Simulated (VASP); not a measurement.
# Sn8HO7 (a cell with a defect) in VASP: relaxation of the atoms with PBE

Aim: the relaxation of the atoms of Sn8HO7 (a cell with a defect) with PBE.

Everything below comes from runs of VASP 6.6.1. Logs are shortened: lines on timing, memory, paths and dates and some standing lists are left out, and cuts for length are marked.

### 1 Starting point

The cell holds a defect, 16 atoms: a = 7.433 Å, b = 7.433 Å, c = 7.433 Å, α = 94.74°, β = 117.30°, γ = 117.30°.

### 2 Relaxation of the atoms, PBE, collinear spin, ferromagnetic start

File INCAR:

```
SYSTEM = Sn8HO7
PREC = Normal ; ENCUT = 450
EDIFF = 1E-6 ; ISMEAR = 0
SIGMA = 0.02 ; LREAL = Auto
LASPH = .TRUE. ; NELM = 150
ALGO = Normal ; ISIF = 2
LWAVE = .FALSE. ; LCHARG = .FALSE.
ISPIN = 2 ; MAGMOM = 0.2 0 0 0.2 0 0.2 0 0.2 0.2 0 0 0 0 0 0 0
LORBIT = 11 ; GGA = PE
IBRION = 2 ; NSW = 70
EDIFFG = -0.025 ; AMIX = 0.2
BMIX = 1E-4 ; AMIX_MAG = 0.8
BMIX_MAG = 1E-4 ; ICORELEVEL = 1
ISYM = 0 ; KPAR = 4
```

File KPOINTS:

```
Automatic mesh
0
Monkhorst
  4 4 4
  0 0 0
```

File POSCAR:

```
Sn8HO7
1.0
    3.8672150000      3.8672150000     -5.0343680000
   -3.8672150000      3.8672150000      5.0343680000
    3.8672150000     -3.8672150000      5.0343680000
Sn H O
8 1 7
Direct
    0.2470257000      0.1109890800      0.3618631600
    0.2500000000      0.6154760000      0.8654760000
    0.7500000000      0.6154760000      0.3654760000
    0.7636922300      0.1280930700      0.8640778700
    0.2500000000      0.6345240000      0.3845240000
    0.2545087200      0.1414114300      0.8853426900
    0.7500000000      0.1345240000      0.3845240000
    0.7519149400      0.6389347200      0.8876015800
    0.0115813700      0.0046754600      0.9958286300
    0.0000000000      0.5000000000      0.5000000000
    0.5000000000      0.5000000000      0.0000000000
    0.5000000000      0.0000000000      0.5000000000
    0.5000000000      0.2500000000      0.2500000000
    0.5000000000      0.7500000000      0.7500000000
    0.0000000000      0.7500000000      0.2500000000
    0.0000000000      0.2500000000      0.7500000000
```

Potentials or basis: VASP PAW PBE potentials, release 64 (Sn_d, H, O).

Started as:

```bash
cat potpaw_PBE.64/Sn_d/POTCAR potpaw_PBE.64/H/POTCAR potpaw_PBE.64/O/POTCAR > POTCAR
mpirun -np 4 vasp_std > vasp.out
```

OUTCAR:

```text
SYSTEM = Sn8HO7
   PREC = Normal
   ENCUT = 450
   EDIFF = 1E-6
   ISMEAR = 0
   LREAL = Auto
   LASPH = .TRUE.
   NELM = 150
   ISIF = 2
   ISPIN = 2
   LORBIT = 11
   GGA = PE
   IBRION = 2
   NSW = 70
   EDIFFG = -0.025
   AMIX = 0.2
   AMIX_MAG = 0.8
   ISYM = 0

 ion  position               nearest neighbor table
   1  0.247  0.111  0.362-  15 2.23  12 2.25  13 2.26   9 2.26   8 3.53   5 3.57   7 3.59   6 3.59

   2  0.250  0.615  0.865-  10 2.26  11 2.26  14 2.26  16 2.26   6 3.55   8 3.58   5 3.59   7 3.59

   3  0.750  0.615  0.365-  10 2.26  11 2.26  15 2.26  13 2.26   6 3.56   8 3.58   5 3.59   7 3.59
[... 11 lines left out ...]
   9  0.012  0.005  0.996-   6 2.19   1 2.26   8 2.27   4 2.29
  10  0.000  0.500  0.500-   2 2.26   3 2.26   5 2.26   7 2.26
  11  0.500  0.500  0.000-   6 2.21   8 2.25   2 2.26   3 2.26
  12  0.500  0.000  0.500-   1 2.25   4 2.25   7 2.26   5 2.26
  13  0.500  0.250  0.250-   6 2.25   1 2.26   7 2.26   3 2.26
  14  0.500  0.750  0.750-   8 2.24   5 2.26   2 2.26   4 2.34
  15  0.000  0.750  0.250-   1 2.23   8 2.24   5 2.26   3 2.26
  16  0.000  0.250  0.750-   4 2.16   6 2.24   7 2.26   2 2.26

IMPORTANT INFORMATION: All symmetrisations will be switched off!
NOSYMM: (Re-)initialisation of all symmetry stuff for point group C_1.

----------------------------------------------------------------------------------------

                                     Primitive cell

  volume of cell :     301.1630

  direct lattice vectors                    reciprocal lattice vectors
     3.867215000  3.867215000 -5.034368000     0.129292010  0.129292010  0.000000000
    -3.867215000  3.867215000  5.034368000     0.000000000  0.129292010  0.099317332
     3.867215000 -3.867215000  5.034368000     0.129292010  0.000000000  0.099317332

  length of vectors
     7.433408698  7.433408698  7.433408698     0.182846514  0.163034832  0.163034832

  position of ions in fractional coordinates (direct lattice)
     0.247025700  0.110989080  0.361863160
     0.250000000  0.615476000  0.865476000
     0.750000000  0.615476000  0.365476000
     0.763692230  0.128093070  0.864077870
     0.250000000  0.634524000  0.384524000
     0.254508720  0.141411430  0.885342690
[... 8 lines left out ...]
     0.000000000  0.750000000  0.250000000
     0.000000000  0.250000000  0.750000000

  ion indices of the primitive-cell ions
   primitive index   ion index
                 1           1
                 2           2
                 3           3
                 4           4
                 5           5
                 6           6
[... 8 lines left out ...]
                15          15
                16          16

----------------------------------------------------------------------------------------

 KPOINTS: Automatic mesh

Automatic generation of k-mesh.
 Grid dimensions read from file:
 generate k-points for:    4    4    4

 Generating k-lattice:

  Cartesian coordinates                     Fractional coordinates (reciprocal lattice)
     0.032323002  0.032323002  0.000000000     0.250000000  0.000000000  0.000000000
     0.000000000  0.032323002  0.024829333     0.000000000  0.250000000 -0.000000000
     0.032323002  0.000000000  0.024829333     0.000000000 -0.000000000  0.250000000

  Length of vectors
     0.045711628  0.040758708  0.040758708

  Shift w.r.t. Gamma in fractional coordinates (k-lattice)
     0.500000000  0.500000000  0.500000000

 Subroutine IBZKPT returns following result:
 ===========================================

 Found     32 irreducible k-points:

 Following reciprocal coordinates:
            Coordinates               Weight
  0.125000  0.125000  0.125000      2.000000
 -0.125000 -0.125000  0.375000      2.000000
 -0.375000  0.125000  0.125000      2.000000
 -0.125000  0.375000 -0.125000      2.000000
  0.375000  0.125000  0.125000      2.000000
 -0.125000 -0.375000 -0.375000      2.000000
[... 16 lines left out ...]
  0.375000  0.375000  0.375000      2.000000
  0.125000 -0.125000  0.125000      2.000000
 [... further k-points ...]
   k-points           NKPTS =     32   k-points in BZ     NKDIM =     32   number of bands    NBANDS=     94
   number of dos      NEDOS =    301   number of ions     NIONS =     16
   total plane-waves  NPLWV =  64000
   dimension x,y,z NGX =    40 NGY =   40 NGZ =   40
   dimension x,y,z NGXF=    80 NGYF=   80 NGZF=   80
   ions per type =               8   1   7
   NGX,Y,Z   is equivalent  to a cutoff of   8.95,  8.95,  8.95 a.u.
   NGXF,Y,Z  is equivalent  to a cutoff of  17.89, 17.89, 17.89 a.u.
 SYSTEM =  Sn8HO7
   PREC   = normal    normal or accurate (medium, high low for compatibility)
   ISTART =      0    job   : 0-new  1-cont  2-samecut
   ICHARG =      2    charge: 1-file 2-atom 10-const
   ISPIN  =      2    spin polarized calculation?
   LNONCOLLINEAR =      F non collinear calculations
   LSORBIT =      F    spin-orbit coupling
   LASPH  =      T    aspherical Exc in radial PAW
   ENCUT  =  450.0 eV  33.07 Ry    5.75 a.u.  12.86 12.86 12.86*2*pi/ulx,y,z
   NELM   =    150;   NELMIN=  2; NELMDL= -5     # of ELM steps
   EDIFF  = 0.1E-05   stopping-criterion for ELM
   LREAL  =      T    real-space projection
   EDIFFG = -.3E-01   stopping-criterion for IOM
   NSW    =     70    number of steps for IOM
   IBRION =      2    ionic relax: 0-MD 1-quasi-New 2-CG
   NFREE  =      1    steps in history (QN), initial steepest desc. (CG)
   ISIF   =      2    stress and relaxation
   ISYM   =      0    0-nonsym 1-usesym 2-fastsym
   POTIM  = 0.5000    time-step for ionic-motion
   TEBEG  =    0.0;   TEEND  =   0.0 temperature during run
   PSTRESS=    0.0 pullay stress
   NELECT =     155.0000    total number of electrons
   NUPDOWN=      -1.0000    fix difference up-down
   EMIN   =  10.00;   EMAX   =-10.00  energy-range for DOS
   EFERMI =   0.00;   METHOD = LEGACY
   ISMEAR =     0;   SIGMA  =   0.02  broadening in eV -4-tet -1-fermi 0-gaus
   EFERMI_NEDOS =   21; number of points for ismear=-14 and -15
   IALGO  =     38    algorithm
   IMIX   =      4    mixing-type and parameters
     AMIX     =   0.20;   BMIX     =  0.00
     AMIX_MAG =   0.80;   BMIX_MAG =  0.00
  volume/ion in A,a.u.               =      18.82       127.02
  Fermi-wavevector in a.u.,A,eV,Ry     =   1.311953  2.479231 23.418621  1.721220
  Thomas-Fermi vector in A             =   2.442379
   LORBIT       =     11    0 simple, 1 ext, 2 COOP (PROOUT), +10 PAW based schemes
   GGA     = PE    functional components
   LHFCALC =     F    Hartree Fock is set to
   AEXX    =    0.0000 exact exchange contribution
   IVDW    =     0    specifies the selected vdW correction
   LEPSILON=     F    determine dielectric tensor
   LRPA    =     F    only Hartree local field effects (RPA)
 conjugate gradient relaxation of ions
 spin polarized calculation
 Gauss-broadening in eV      SIGMA  =   0.02
  energy-cutoff  :      450.00
  volume of cell :      301.16
 maximum number of plane-waves:      6550
   NGX = 25   NGY = 25   NGZ = 25

--------------------------------------- Ionic step        1  -------------------------------------------

 number of electron     155.0000117 magnetization      -0.0002698

 number of electron     155.0000117 magnetization       0.0000222

 Free energy of the ion-electron system (eV)
  ---------------------------------------------------
  ext. energy  EPLUGINS =         0.00000000
  ---------------------------------------------------
  free energy    TOTEN  =       -85.07529638 eV

  energy without entropy =      -85.07424026  energy(sigma->0) =      -85.07476832

------------------------ aborting loop because EDIFF is reached ----------------------------------------

  FORCE on cell =-STRESS in cart. coord.  units (eV):
  Direction    XX          YY          ZZ          XY          YZ          ZX
  --------------------------------------------------------------------------------------
  -------------------------------------------------------------------------------------
  Total        0.3670526      0.9201915      1.7416370     -0.2061021     -0.2589369     -0.0236712
  in kB        1.9527080      4.8953891      9.2654528     -1.0964565     -1.3775361     -0.1259301
  external PRESSURE =       5.3711833 kB  Pullay stress =       0.0000000 kB
[... 135 lines left out ...]
  FREE ENERGIE OF THE ION-ELECTRON SYSTEM (eV)
  ---------------------------------------------------
  free  energy   TOTEN  =       -85.2448685453 eV

  energy  without entropy=      -85.2420728946  energy(sigma->0) =      -85.24347072

[... ionic steps 4 to 12 ...]

--------------------------------------- Ionic step       13  -------------------------------------------

 number of electron     155.0000024 magnetization       0.0025849

------------------------ aborting loop because EDIFF is reached ----------------------------------------
[... 95 lines left out ...]
--------------------------------------- Ionic step       15  -------------------------------------------

 number of electron     155.0000025 magnetization       0.0340598

 Free energy of the ion-electron system (eV)
  ---------------------------------------------------
  ext. energy  EPLUGINS =         0.00000000
  ---------------------------------------------------
  free energy    TOTEN  =       -85.29861569 eV

  energy without entropy =      -85.29608459  energy(sigma->0) =      -85.29735014

 the core state eigenenergies are
   1-  1s -28996.6761  2s  -4368.1234  2p  -3919.7476  3s   -834.3731  3p   -687.9208
       3d   -462.6289  4s   -123.3294  4p    -79.1146
   2-  1s -28996.6333  2s  -4368.0753  2p  -3919.7001  3s   -834.3240  3p   -687.8718
       3d   -462.5796  4s   -123.2802  4p    -79.0657
   3-  1s -28996.6313  2s  -4368.0732  2p  -3919.6980  3s   -834.3221  3p   -687.8699
       3d   -462.5777  4s   -123.2785  4p    -79.0641
   4-  1s -28996.6806  2s  -4368.1279  2p  -3919.7521  3s   -834.3777  3p   -687.9254
       3d   -462.6335  4s   -123.3342  4p    -79.1195
   5-  1s -28996.6345  2s  -4368.0766  2p  -3919.7014  3s   -834.3251  3p   -687.8729
       3d   -462.5808  4s   -123.2810  4p    -79.0666
   6-  1s -28996.6600  2s  -4368.1077  2p  -3919.7319  3s   -834.3573  3p   -687.9051
       3d   -462.6132  4s   -123.3134  4p    -79.0987
   7-  1s -28996.6332  2s  -4368.0753  2p  -3919.7001  3s   -834.3237  3p   -687.8715
       3d   -462.5793  4s   -123.2794  4p    -79.0649
   8-  1s -28996.6633  2s  -4368.1112  2p  -3919.7353  3s   -834.3618  3p   -687.9095
       3d   -462.6175  4s   -123.3195  4p    -79.1050
   9-
  10-  1s   -500.2562
  11-  1s   -500.2529
  12-  1s   -500.2618
  13-  1s   -500.2499
  14-  1s   -500.2571
  15-  1s   -500.2572
  16-  1s   -500.2560

 E-fermi :   6.8786     XC(G=0):  -9.8225

 val. band max:        6.8782745078   @ k =  -0.1250   0.1250  -0.3750
 cond. band min:       6.8847522917   @ k =   0.3750  -0.3750   0.1250
 fundamental gap:      0.0064777839
 Fermi energy:         6.8785698891

 spin component 1

 k-point     1 :       0.1250    0.1250    0.1250
  band No.  band energies     occupation
      1     -15.6674      1.00000
      2     -15.6355      1.00000
      3     -15.6211      1.00000
      4     -15.5813      1.00000
      5     -15.5391      1.00000
      6     -15.5272      1.00000
[... 255 lines left out ...]
     68       2.8241      1.00000
     69       3.2572      1.00000

 Fermi energy:         6.8785698891

 spin component 2

 k-point     1 :       0.1250    0.1250    0.1250
  band No.  band energies     occupation
      1     -15.6670      1.00000
      2     -15.6351      1.00000
      3     -15.6206      1.00000
      4     -15.5809      1.00000
      5     -15.5387      1.00000
      6     -15.5267      1.00000
[... 2197 lines left out ...]
     88      10.5485      0.00000
     89      10.6308      0.00000

 [... further k-points ...]

 [bands above 89 left out]

------------------------ aborting loop because EDIFF is reached ----------------------------------------

  FORCE on cell =-STRESS in cart. coord.  units (eV):
  Direction    XX          YY          ZZ          XY          YZ          ZX
  --------------------------------------------------------------------------------------
  -------------------------------------------------------------------------------------
  Total       -3.3170196     -3.2680571     -2.8038480      0.0190061     -0.0270695     -0.0196813
  in kB      -17.6464375    -17.3859584    -14.9163810      0.1011120     -0.1440091     -0.1047041
  external PRESSURE =     -16.6495923 kB  Pullay stress =       0.0000000 kB
[... 31 lines left out ...]
  FREE ENERGIE OF THE ION-ELECTRON SYSTEM (eV)
  ---------------------------------------------------
  free  energy   TOTEN  =       -85.2986156899 eV

  energy  without entropy=      -85.2960845904  energy(sigma->0) =      -85.29735014

 reached required accuracy - stopping structural energy minimisation

 total charge

# of ion       s       p       d       tot
------------------------------------------
    1        1.269   0.763  10.045  12.076
    2        1.281   0.724  10.044  12.050
    3        1.281   0.724  10.044  12.050
    4        1.269   0.763  10.045  12.077
    5        1.282   0.723  10.043  12.049
    6        1.268   0.765  10.045  12.078
[... 8 lines left out ...]
   15        1.592   3.394   0.000   4.985
   16        1.592   3.394   0.000   4.986
--------------------------------------------------
tot         21.837  29.756  80.355 131.948

 magnetization (x)

# of ion       s       p       d       tot
------------------------------------------
    1        0.000   0.002   0.000   0.003
    2        0.000   0.001   0.000   0.001
    3        0.000   0.001   0.000   0.001
    4        0.000   0.002   0.000   0.003
    5        0.000   0.001   0.000   0.001
    6        0.000   0.002   0.000   0.003
[... 8 lines left out ...]
   15        0.000   0.000   0.000   0.001
   16        0.000   0.000   0.000   0.001
--------------------------------------------------
tot          0.002   0.014   0.001   0.018
```

Wall time 31 min (4 MPI ranks of Intel Xeon 6975P-C (Granite Rapids), shared host); peak memory 0.93 GiB.

What came out:

| Property | Result |
| --- | --- |
| Free energy | -85.2986 eV |
| Energy gained by relaxing | 14.0 meV/atom |
| Ionic steps | 15 |
| Largest force after relaxing | 0.024 eV/Å |
| Net moment | 0.03 μB per cell |
| Valence electrons inside the program's atomic spheres | Sn 12.08, 12.05; H 0.51; O 4.98, 5.00, 4.99 |

Forces on the atoms (eV/Å):
```
Sn  -0.008 -0.020 -0.003
Sn   0.001  0.010  0.003
Sn   0.001 -0.015  0.005
Sn   0.002  0.002 -0.015
Sn   0.002 -0.010 -0.004
Sn   0.009  0.004  0.005
Sn  -0.008 -0.023  0.000
Sn   0.000  0.011  0.002
H    0.004  0.022  0.002
O   -0.006 -0.007 -0.002
O   -0.001  0.012 -0.007
O   -0.001  0.001  0.014
O   -0.003 -0.012 -0.001
O    0.002  0.017  0.003
O   -0.001  0.001 -0.007
O    0.007  0.007  0.005
```

The path:
| step | energy change (eV) | largest force (eV/Å) | pressure (GPa) |
| --- | --- | --- | --- |
| 1 | 0.0000 | 1.0272 | 0.54 |
| 2 | -0.1345 | 0.4523 | -0.67 |
| 3 | -0.1696 | 0.2304 | -1.62 |
| 4 | -0.1907 | 0.1287 | -1.49 |
| 5 | -0.1966 | 0.1291 | -1.35 |
| 6 | -0.2019 | 0.1069 | -1.44 |
| 7 | -0.2087 | 0.1195 | -1.61 |
| 8 | -0.2030 | 0.2548 | -1.95 |
| 9 | -0.2097 | 0.1546 | -1.72 |
| 10 | -0.2136 | 0.1097 | -1.68 |
| 11 | -0.2179 | 0.1140 | -1.56 |
| 12 | -0.2203 | 0.0787 | -1.61 |
| 13 | -0.2226 | 0.0457 | -1.67 |
| 14 | -0.2226 | 0.0450 | -1.67 |
| 15 | -0.2233 | 0.0243 | -1.66 |

Final structure:
```yaml
crystal:
  lattice:
    - [3.86721, 3.86721, -5.03437]
    - [-3.86721, 3.86721, 5.03437]
    - [3.86721, -3.86721, 5.03437]
  atoms:
    - { symbol: Sn, position: [0.25446, 0.12521, 0.37451] }
    - { symbol: Sn, position: [0.25619, 0.61653, 0.86951] }
    - { symbol: Sn, position: [0.74853, 0.61777, 0.36033] }
    - { symbol: Sn, position: [0.74817, 0.12426, 0.87027] }
    - { symbol: Sn, position: [0.25711, 0.64189, 0.38480] }
    - { symbol: Sn, position: [0.25162, 0.12949, 0.87747] }
    - { symbol: Sn, position: [0.74835, 0.13307, 0.38527] }
    - { symbol: Sn, position: [0.74791, 0.62474, 0.87648] }
    - { symbol: H, position: [0.00384, 0.99786, 0.99572] }
    - { symbol: O, position: [0.00330, 0.50249, 0.50019] }
    - { symbol: O, position: [0.50033, 0.48902, 0.98772] }
    - { symbol: O, position: [0.50086, 0.01359, 0.51200] }
    - { symbol: O, position: [0.48908, 0.24560, 0.24389] }
    - { symbol: O, position: [0.51772, 0.75928, 0.75796] }
    - { symbol: O, position: [0.00101, 0.75906, 0.24142] }
    - { symbol: O, position: [0.00024, 0.24425, 0.75714] }
```

Caveat: the cutoff is under 1.25 times the usual one of these potentials, so pressure, stress and relaxed cells hold a basis-set (Pulay) error.
